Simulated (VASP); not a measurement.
# NaI (Fm-3m) in VASP: a series of runs

One crystal, NaI, is run at these levels: PBE, LDA, PBE+D3(BJ); tasks: relaxation of cell and atoms.

All numbers are computed with VASP 6.6.1; they aren't measurements. Logs are shortened: lines on timing, memory, paths and dates and some standing lists are left out, and cuts for length are marked.

## Step 1: The structure

It takes space group Fm-3m (No. 225, cubic). The conventional cell has a = 6.473 Å, b = 6.473 Å, c = 6.473 Å, α = 90.00°, β = 90.00°, γ = 90.00°. Na (site symmetry m-3m) is surrounded by 6 I at 3.24 Å. Around I (site symmetry m-3m) lie 6 Na at 3.24 Å.

## Step 2: Relaxation of cell and atoms, PBE

INCAR reads:

```
SYSTEM = NaI
ALGO     = Normal         ! electronic algorithm
EDIFF    = 1E-6           ! SCF threshold, eV
EDIFFG   = -0.01          ! ionic threshold
ENCUT    = 300            ! plane-wave cutoff, eV
GGA      = PE             ! functional
IBRION   = 2              ! ionic algorithm
ISIF     = 3              ! what is computed and relaxed
ISMEAR   = 0              ! smearing method
LASPH    = .TRUE.         ! aspherical terms in the spheres
LCHARG   = .FALSE.        ! write CHGCAR
LREAL    = .FALSE.        ! projectors in reciprocal space
LWAVE    = .FALSE.        ! write WAVECAR
NELM     = 80             ! most SCF steps
NSW      = 90             ! ionic steps
PREC     = Accurate       ! precision mode
SIGMA    = 0.03           ! smearing width, eV
```

KPOINTS reads:

```
k-points
0
G
  4 4 4
  0 0 0
```

POSCAR reads:

```
NaI
1.0
    0.0000000000      3.2364000000      3.2364000000
    3.2364000000      0.0000000000      3.2364000000
    3.2364000000      3.2364000000      0.0000000000
Na I
1 1
Direct
    0.0000000000      0.0000000000      0.0000000000
    0.5000000000      0.5000000000      0.5000000000
```

Potentials or basis: VASP PAW PBE potentials, release 64 (Na, I).

Run with:

```sh
> cat potpaw_PBE.64/Na/POTCAR potpaw_PBE.64/I/POTCAR > POTCAR
> mpirun -np 1 vasp_std > vasp.out
```

OUTCAR:

```text
SYSTEM = NaI
   EDIFF = 1E-6
   EDIFFG = -0.01
   ENCUT = 300
   GGA = PE
   IBRION = 2
   ISIF = 3
   ISMEAR = 0
   LASPH = .TRUE.
   LREAL = .FALSE.
   NELM = 80
   NSW = 90
   PREC = Accurate

 ion  position               nearest neighbor table
   1  0.000  0.000  0.000-   2 3.24   2 3.24   2 3.24   2 3.24   2 3.24   2 3.24
   2  0.500  0.500  0.500-   1 3.24   1 3.24   1 3.24   1 3.24   1 3.24   1 3.24

  LATTYP: Found a face centered cubic cell.
 ALAT       =     6.4728000000

  Lattice vectors:

 A1 = (   0.0000000000,   3.2364000000,   3.2364000000)
 A2 = (   3.2364000000,   0.0000000000,   3.2364000000)
 A3 = (   3.2364000000,   3.2364000000,   0.0000000000)

Analysis of symmetry for initial positions (statically):
=====================================================================
 Subroutine PRICEL returns:
 Original cell was already a primitive cell.

 Routine SETGRP: Setting up the symmetry group for a
 face centered cubic supercell.

 Subroutine GETGRP returns: Found 48 space group operations
 (whereof 48 operations were pure point group operations)
 out of a pool of 48 trial point group operations.

The static configuration has the point symmetry O_h .

Analysis of symmetry for dynamics (positions and initial velocities):
=====================================================================
 Subroutine PRICEL returns:
 Original cell was already a primitive cell.

 Routine SETGRP: Setting up the symmetry group for a
 face centered cubic supercell.

 Subroutine GETGRP returns: Found 48 space group operations
 (whereof 48 operations were pure point group operations)
 out of a pool of 48 trial point group operations.

The dynamic configuration has the point symmetry O_h .

 Subroutine INISYM returns: Found 48 space group operations
 (whereof 48 operations are pure point group operations),
 and found     1 'primitive' translations

----------------------------------------------------------------------------------------

                                     Primitive cell

  volume of cell :      67.7980

  direct lattice vectors                    reciprocal lattice vectors
     0.000000000  3.236400000  3.236400000    -0.154492646  0.154492646  0.154492646
     3.236400000  0.000000000  3.236400000     0.154492646 -0.154492646  0.154492646
     3.236400000  3.236400000  0.000000000     0.154492646  0.154492646 -0.154492646

  length of vectors
     4.576960773  4.576960773  4.576960773     0.267589113  0.267589113  0.267589113

  position of ions in fractional coordinates (direct lattice)
     0.000000000  0.000000000  0.000000000
     0.500000000  0.500000000  0.500000000

  ion indices of the primitive-cell ions
   primitive index   ion index
                 1           1
                 2           2

----------------------------------------------------------------------------------------

 KPOINTS: k-points

Automatic generation of k-mesh.
 Grid dimensions read from file:
 generate k-points for:    4    4    4

 Generating k-lattice:

  Cartesian coordinates                     Fractional coordinates (reciprocal lattice)
    -0.038623162  0.038623162  0.038623162     0.250000000  0.000000000  0.000000000
     0.038623162 -0.038623162  0.038623162     0.000000000  0.250000000  0.000000000
     0.038623162  0.038623162 -0.038623162     0.000000000  0.000000000  0.250000000

  Length of vectors
     0.066897278  0.066897278  0.066897278

  Shift w.r.t. Gamma in fractional coordinates (k-lattice)
     0.000000000  0.000000000  0.000000000

 Subroutine IBZKPT returns following result:
 ===========================================

 Found      8 irreducible k-points:

 Following reciprocal coordinates:
            Coordinates               Weight
  0.000000  0.000000  0.000000      1.000000
  0.250000  0.000000  0.000000      8.000000
  0.500000  0.000000  0.000000      4.000000
  0.250000  0.250000  0.000000      6.000000
  0.500000  0.250000  0.000000     24.000000
 -0.250000  0.250000  0.000000     12.000000
  0.500000  0.500000  0.000000      3.000000
 -0.250000  0.500000  0.250000      6.000000
   k-points           NKPTS =      8   k-points in BZ     NKDIM =      8   number of bands    NBANDS=      8
   number of dos      NEDOS =    301   number of ions     NIONS =      2
   total plane-waves  NPLWV =  21952
   dimension x,y,z NGX =    28 NGY =   28 NGZ =   28
   dimension x,y,z NGXF=    56 NGYF=   56 NGZF=   56
   ions per type =               1   1
   NGX,Y,Z   is equivalent  to a cutoff of  10.17, 10.17, 10.17 a.u.
   NGXF,Y,Z  is equivalent  to a cutoff of  20.34, 20.34, 20.34 a.u.
 SYSTEM =  NaI
   PREC   = accura    normal or accurate (medium, high low for compatibility)
   ISTART =      0    job   : 0-new  1-cont  2-samecut
   ICHARG =      2    charge: 1-file 2-atom 10-const
   ISPIN  =      1    spin polarized calculation?
   LNONCOLLINEAR =      F non collinear calculations
   LSORBIT =      F    spin-orbit coupling
   LASPH  =      T    aspherical Exc in radial PAW
   ENCUT  =  300.0 eV  22.05 Ry    4.70 a.u.   6.46  6.46  6.46*2*pi/ulx,y,z
   NELM   =     80;   NELMIN=  2; NELMDL= -5     # of ELM steps
   EDIFF  = 0.1E-05   stopping-criterion for ELM
   LREAL  =      F    real-space projection
   EDIFFG = -.1E-01   stopping-criterion for IOM
   NSW    =     90    number of steps for IOM
   IBRION =      2    ionic relax: 0-MD 1-quasi-New 2-CG
   NFREE  =      1    steps in history (QN), initial steepest desc. (CG)
   ISIF   =      3    stress and relaxation
   ISYM   =      2    0-nonsym 1-usesym 2-fastsym
   POTIM  = 0.5000    time-step for ionic-motion
   TEBEG  =    0.0;   TEEND  =   0.0 temperature during run
   PSTRESS=    0.0 pullay stress
   NELECT =       8.0000    total number of electrons
   NUPDOWN=      -1.0000    fix difference up-down
   EMIN   =  10.00;   EMAX   =-10.00  energy-range for DOS
   EFERMI =   0.00;   METHOD = LEGACY
   ISMEAR =     0;   SIGMA  =   0.03  broadening in eV -4-tet -1-fermi 0-gaus
   EFERMI_NEDOS =   21; number of points for ismear=-14 and -15
   IALGO  =     38    algorithm
   IMIX   =      4    mixing-type and parameters
     AMIX     =   0.40;   BMIX     =  1.00
     AMIX_MAG =   1.60;   BMIX_MAG =  1.00
  volume/ion in A,a.u.               =      33.90       228.76
  Fermi-wavevector in a.u.,A,eV,Ry     =   0.802970  1.517393  8.772503  0.644761
  Thomas-Fermi vector in A             =   1.910749
   LORBIT       =      0    0 simple, 1 ext, 2 COOP (PROOUT), +10 PAW based schemes
   GGA     = PE    functional components
   LHFCALC =     F    Hartree Fock is set to
   AEXX    =    0.0000 exact exchange contribution
   IVDW    =     0    specifies the selected vdW correction
   LEPSILON=     F    determine dielectric tensor
   LRPA    =     F    only Hartree local field effects (RPA)
 conjugate gradient relaxation of ions
 non-spin polarized calculation
 Gauss-broadening in eV      SIGMA  =   0.03
  energy-cutoff  :      300.00
  volume of cell :       67.80
 maximum number of plane-waves:       821
 NGX is ok and might be reduce to    28
   NGX = 13   NGY = 13   NGZ = 13

--------------------------------------- Ionic step        1  -------------------------------------------

 number of electron       8.0000003 magnetization

 Free energy of the ion-electron system (eV)
  ---------------------------------------------------
  ext. energy  EPLUGINS =         0.00000000
  ---------------------------------------------------
  free energy    TOTEN  =        -5.39695699 eV

  energy without entropy =       -5.39695699  energy(sigma->0) =       -5.39695699

------------------------ aborting loop because EDIFF is reached ----------------------------------------

  FORCE on cell =-STRESS in cart. coord.  units (eV):
  Direction    XX          YY          ZZ          XY          YZ          ZX
  --------------------------------------------------------------------------------------
  -------------------------------------------------------------------------------------
  Total        0.1172391      0.1172391      0.1172391      0.0000000      0.0000000     -0.0000000
  in kB        2.7705531      2.7705531      2.7705531      0.0000000      0.0000000     -0.0000000
  external PRESSURE =       2.7705531 kB  Pullay stress =       0.0000000 kB

 VOLUME and BASIS-vectors are now :
 -----------------------------------------------------------------------------
  energy-cutoff  :      300.00
  volume of cell :       67.80
      direct lattice vectors                 reciprocal lattice vectors
     0.000000000  3.236400000  3.236400000    -0.154492646  0.154492646  0.154492646
     3.236400000  0.000000000  3.236400000     0.154492646 -0.154492646  0.154492646
     3.236400000  3.236400000  0.000000000     0.154492646  0.154492646 -0.154492646
[... 37 lines left out ...]
 POSITION                                       TOTAL-FORCE (eV/Angst)
 -----------------------------------------------------------------------------------
      0.00000      3.24555      3.24555         0.000000     -0.000000      0.000000
      3.24555      3.24555      3.24555        -0.000000      0.000000     -0.000000
 -----------------------------------------------------------------------------------
    total drift:                                0.000000      0.000000      0.000000

  FREE ENERGIE OF THE ION-ELECTRON SYSTEM (eV)
  ---------------------------------------------------
  free  energy   TOTEN  =        -5.3976902673 eV

  energy  without entropy=       -5.3976902673  energy(sigma->0) =       -5.39769027

--------------------------------------- Ionic step        3  -------------------------------------------

 number of electron       8.0000003 magnetization

 Free energy of the ion-electron system (eV)
  ---------------------------------------------------
  ext. energy  EPLUGINS =         0.00000000
  ---------------------------------------------------
  free energy    TOTEN  =        -5.39793720 eV

  energy without entropy =       -5.39793720  energy(sigma->0) =       -5.39793720

 E-fermi :   0.9773     XC(G=0):  -7.5031

 val. band max:        0.8265032601   @ k =   0.0000   0.0000   0.0000
 cond. band min:       4.4122430597   @ k =   0.0000   0.0000   0.0000
 fundamental gap:      3.5857397996
 Fermi energy:         0.9772854671

 k-point     1 :       0.0000    0.0000    0.0000
  band No.  band energies     occupation
      1     -10.1442      2.00000
      2       0.8265      2.00000
      3       0.8265      2.00000
      4       0.8265      2.00000
      5       4.4122      0.00000
      6       8.7533      0.00000
      7       8.7533      0.00000
      8       8.7533      0.00000

 k-point     2 :       0.2500    0.0000    0.0000
  band No.  band energies     occupation
      1     -10.0050      2.00000
      2      -0.4296      2.00000
      3       0.6863      2.00000
      4       0.6863      2.00000
      5       5.7013      0.00000
      6       8.2871      0.00000
      7       8.7590      0.00000
      8       8.7590      0.00000
[... 86 lines left out ...]
 POSITION                                       TOTAL-FORCE (eV/Angst)
 -----------------------------------------------------------------------------------
      0.00000      0.00000      0.00000        -0.000000      0.000000     -0.000000
      3.25502      3.25502      3.25502         0.000000     -0.000000      0.000000
 -----------------------------------------------------------------------------------
    total drift:                                0.000000      0.000000      0.000000

  FREE ENERGIE OF THE ION-ELECTRON SYSTEM (eV)
  ---------------------------------------------------
  free  energy   TOTEN  =        -5.3979372031 eV

  energy  without entropy=       -5.3979372031  energy(sigma->0) =       -5.39793720

 reached required accuracy - stopping structural energy minimisation
```

Wall time 5.5 s (1 thread of Intel Xeon 6975P-C (Granite Rapids), shared host); peak memory 0.15 GiB.

What came out:

* Free energy: -5.3979 eV
* Relaxed volume: 34.49 Å³/atom
* Relaxed cell: a = 4.603 Å, b = 4.603 Å, c = 4.603 Å, α = 60.00°, β = 60.00°, γ = 60.00°
* Space group after relaxing (to 0.05 Å): Fm-3m (No. 225)
* Energy gained by relaxing: 0.5 meV/atom
* Ionic steps: 3
* Pressure after relaxing: 0.0 GPa
* Band gap on the k mesh: 3.59 eV, direct

The path:
```csv
step,energy change (eV),largest force (eV/Å),pressure (GPa),volume (Å³)
1,0.0000,0.0000,0.28,67.80
2,-0.0007,0.0000,0.14,68.37
3,-0.0010,0.0000,0.00,68.98
```

Final structure:
```cif
data_structure
_symmetry_space_group_name_H-M 'P 1'
_symmetry_Int_Tables_number 1
_cell_length_a 4.6033
_cell_length_b 4.6033
_cell_length_c 4.6033
_cell_angle_alpha 60.000
_cell_angle_beta 60.000
_cell_angle_gamma 60.000
_cell_volume 68.98
loop_
_atom_site_label
_atom_site_type_symbol
_atom_site_fract_x
_atom_site_fract_y
_atom_site_fract_z
_atom_site_occupancy
Na1 Na 0.00000 0.00000 0.00000 1
I1 I 0.50000 0.50000 0.50000 1
```

Caveat: the k mesh is coarse (spacing up to 0.42 Å⁻¹), so the values aren't converged; spin-orbit coupling is left out, which moves the levels of the heavy elements. PBE usually gives volumes a little too large and moduli too small.

## Step 3: Relaxation of cell and atoms, PBE

This run uses another cell than the first one, of 34.49 Å³/atom, 1.017 times its volume.

INCAR, as its differences from that of step 2:

```diff
@@ -2,4 +2,4 @@
 ALGO     = Normal         ! electronic algorithm
-EDIFF    = 1E-6           ! SCF threshold, eV
-EDIFFG   = -0.01          ! ionic threshold
+EDIFF    = 1E-7           ! SCF threshold, eV
+EDIFFG   = -0.005         ! ionic threshold
 ENCUT    = 300            ! plane-wave cutoff, eV
```

KPOINTS is that of step 2.

POSCAR reads:

```
NaI                                     
1.0
    0.0000000000      3.2550232621      3.2550232621
    3.2550232621      0.0000000000      3.2550232621
    3.2550232621      3.2550232621      0.0000000000
  Na              I             
     1     1
Direct
     0.0000000000000000    0.0000000000000000    0.0000000000000000
     0.5000000000000000    0.5000000000000000    0.5000000000000000
```

Potentials or basis: VASP PAW PBE potentials, release 64 (Na, I).

Run with:

```sh
> cat potpaw_PBE.64/Na/POTCAR potpaw_PBE.64/I/POTCAR > POTCAR
> mpirun -np 1 vasp_std > vasp.out
```

Run time: 2.6 s. Hardware: 1 thread of Intel Xeon 6975P-C (Granite Rapids), shared host; peak memory 0.14 GiB.

Results (log left out):

- Free energy: -5.3980 eV
- Pressure after relaxing: 0.0 GPa
- Band gap on the k mesh: 3.59 eV, direct

Final structure:
```xyz
2
Lattice="0.0000 3.2550 3.2550 3.2550 0.0000 3.2550 3.2550 3.2550 0.0000" Properties=species:S:1:pos:R:3 pbc="T T T"
Na    0.0000    0.0000    0.0000
I     3.2550    3.2550    3.2550
```

Levels at points of the mesh, in eV from the valence-band top:
| k point | band 1 | band 2 | band 3 | band 4 | band 5 | band 6 | band 7 | band 8 |
| --- | --- | --- | --- | --- | --- | --- | --- | --- |
| (0.00, 0.00, 0.00) | -10.97 | 0.00 | 0.00 | 0.00 | 3.59 | 7.93 | 7.93 | 7.93 |
| (0.50, 0.00, 0.00) | -10.68 | -2.12 | -0.27 | -0.27 | 5.08 | 7.41 | 7.41 | 8.59 |
| (0.50, 0.50, 0.00) | -10.60 | -1.86 | -0.73 | -0.73 | 4.46 | 5.58 | 9.74 | 11.09 |

Caveat: the relaxation stopped at its first step, so nothing moved; spin-orbit coupling is left out, which moves the levels of the heavy elements. Expect the measured gap to be larger: semilocal functionals such as PBE lack the derivative discontinuity.

## Step 4: Relaxation of cell and atoms, LDA

INCAR reads:

```
PREC = Accurate
ENCUT = 600
EDIFF = 1E-6
ISMEAR = 0
SIGMA = 0.03
LREAL = False
LASPH = True
NELM = 80
ALGO = Normal
ISIF = 3
LWAVE = False
LCHARG = False
IBRION = 2
NSW = 90
EDIFFG = -0.01
```

KPOINTS reads:

```
Automatic mesh
0
Gamma
  8 8 8
```

POSCAR reads:

```
NaI
1.0
    0.0000000000      3.2364000000      3.2364000000
    3.2364000000      0.0000000000      3.2364000000
    3.2364000000      3.2364000000      0.0000000000
Na I
1 1
Direct
    0.0000000000      0.0000000000      0.0000000000
    0.5000000000      0.5000000000      0.5000000000
```

Potentials or basis: VASP PAW LDA potentials, release 64 (Na_pv, I).

Run with:

```sh
> cat potpaw_LDA.64/Na_pv/POTCAR potpaw_LDA.64/I/POTCAR > POTCAR
> mpirun -np 1 vasp_std > vasp.out
```

Wall time 69 s (1 thread of AMD EPYC 7R13 (Zen 3), shared host); peak memory 0.18 GiB.

The run converged. Its results:

| Property | Result |
| --- | --- |
| Free energy | -6.0176 eV |
| Relaxed volume | 30.68 Å³/atom |
| Relaxed cell | a = 4.427 Å, b = 4.427 Å, c = 4.427 Å, α = 60.00°, β = 60.00°, γ = 60.00° |
| Space group after relaxing (to 0.05 Å) | Fm-3m (No. 225) |
| Energy gained by relaxing | 17.8 meV/atom |
| Ionic steps | 4 |
| Pressure after relaxing | 0.0 GPa |
| Band gap on the k mesh | 3.63 eV, direct |

Step by step:
```
step  energy change (eV)  largest force (eV/Å)  pressure (GPa)  volume (Å³)
   1              0.0000                0.0000           -1.62        67.80
   2             -0.0265                0.0000           -0.91        64.50
   3             -0.0356                0.0000           -0.12        61.75
   4             -0.0357                0.0000            0.02        61.37
```

Final structure:
```xyz
2
Lattice="0.0000 3.1307 3.1307 3.1307 0.0000 3.1307 3.1307 3.1307 0.0000" Properties=species:S:1:pos:R:3 pbc="T T T"
Na    3.1307    3.1307    0.0000
I     3.1307    3.1307    3.1307
```

Levels at points of the mesh, in eV from the valence-band top:
| k point | band 4 | band 5 | band 6 | band 7 | band 8 | band 9 | band 10 | band 11 |
| --- | --- | --- | --- | --- | --- | --- | --- | --- |
| (0.00, 0.00, 0.00) | -11.37 | 0.00 | 0.00 | 0.00 | 3.63 | 7.79 | 7.79 | 7.79 |
| (0.50, 0.00, 0.00) | -10.94 | -2.63 | -0.36 | -0.36 | 4.89 | 7.36 | 7.36 | 9.21 |
| (0.50, 0.50, 0.00) | -10.84 | -2.30 | -0.91 | -0.91 | 4.33 | 5.18 | 10.28 | 11.63 |

Caveat: spin-orbit coupling is left out, which moves the levels of the heavy elements. Zero-point motion and thermal expansion aren't in these numbers.

(Continued in part 2 of 2.)
